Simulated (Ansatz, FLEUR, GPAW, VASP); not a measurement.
**ZnS: 4 runs at one level of theory**

```
Zn S
1.0
     0.00000    2.70200    2.70200
     2.70200    0.00000    2.70200
     2.70200    2.70200    0.00000
Zn S
1 1
Direct
  0.75000 0.75000 0.75000
  0.00000 0.00000 0.00000
```

Alike in all runs: task band structure; functional RPBE; k mesh 9 × 9 × 9; occupations fermi-dirac, width 0.05 eV; no spin polarisation; no spin-orbit coupling. Pressure is positive in compression and, in plane waves, holds the error of the finite cutoff. Gaps are the smaller of the mesh's and the band path's.

```
                                                    program and potentials  plane-wave cutoff (eV)                    notes  band gap (eV)  pressure (GPa)
                                                FLEUR, all-electron, FLAPW                       -                        -           2.48               -
                            Ansatz, all-electron LAPW, scalar-relativistic                       -                        -           2.29            4.19
GPAW, the program's PAW data sets (release 1.2.1) made for this functional                     600                        -           2.27            4.49
                                         VASP, PBE PAW files S, Zn, 520 eV                     520  potentials made for PBE           2.28            4.33
```

The band gap spans 2.27 (GPAW, the program's PAW data sets (release 1.2.1) made for this functional) to 2.48 eV (FLEUR, all-electron, FLAPW), with all-electron results at 2.29 to 2.48. The pressure spans 4.19 (Ansatz, all-electron LAPW, scalar-relativistic) to 4.49 GPa (GPAW, the program's PAW data sets (release 1.2.1) made for this functional), with all-electron results at 4.19.

Differences between rows come from potentials, basis sets and numerical settings, since the functional is the same but for its coding. Runs on potential files found faulty are left out.
